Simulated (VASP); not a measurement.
Consider the following.

```yaml
crystal:
  lattice:
    - [4.18821, 0.00000, 0.00000]
    - [0.00000, 4.18821, 0.00000]
    - [0.00000, 0.00000, 4.18821]
  atoms:
    - { symbol: Ba, position: [0.00000, 0.00000, 0.00000] }
    - { symbol: Sn, position: [0.50000, 0.50000, 0.50000] }
    - { symbol: O, position: [0.50000, 0.00000, 0.50000] }
    - { symbol: O, position: [0.00000, 0.50000, 0.50000] }
    - { symbol: O, position: [0.50000, 0.50000, 0.00000] }
```

All values below come from PBE GGA, VASP's PBE PAW potentials (set 64) (plane waves; VASP). Numerical set-up: 520 eV cut-off, Gaussian smearing of 0.050 eV, potentials Ba_sv Sn_d O.

Unless said otherwise, spin-orbit coupling is left out, though it shifts the bands of the heavy elements here.

Q: Give the energies of bands 13 to 24 at the high-symmetry points, in eV from the valence-band maximum.

A: 
```tsv
band	Γ	X	M	R
13	-4.42	-4.67	-6.74	-8.66
14	-4.42	-4.54	-4.10	-1.56
15	-4.42	-4.54	-2.80	-1.56
16	-0.97	-2.16	-1.60	-1.56
17	-0.97	-1.63	-1.60	-0.80
18	-0.97	-1.11	-1.13	-0.80
19	-0.52	-1.11	-1.13	0.00
20	-0.52	-0.97	-0.82	0.00
21	-0.52	-0.97	-0.07	0.00
22	0.33	4.38	6.26	5.00
23	4.86	6.58	7.50	5.00
24	4.86	6.80	7.64	5.00
```

The gap is indirect, 0.33 eV, from the valence maximum at R to the conduction minimum at Γ.

Measured: gap 2.95 eV (computed value off by -2.62 eV), as given by Hyung Joon Kim et al., Physical Review B (2012), arXiv:1207.0764.

The compound is BaSnO3 in the cubic perovskite structure. It was relaxed first, which changed the volume by +5 %.
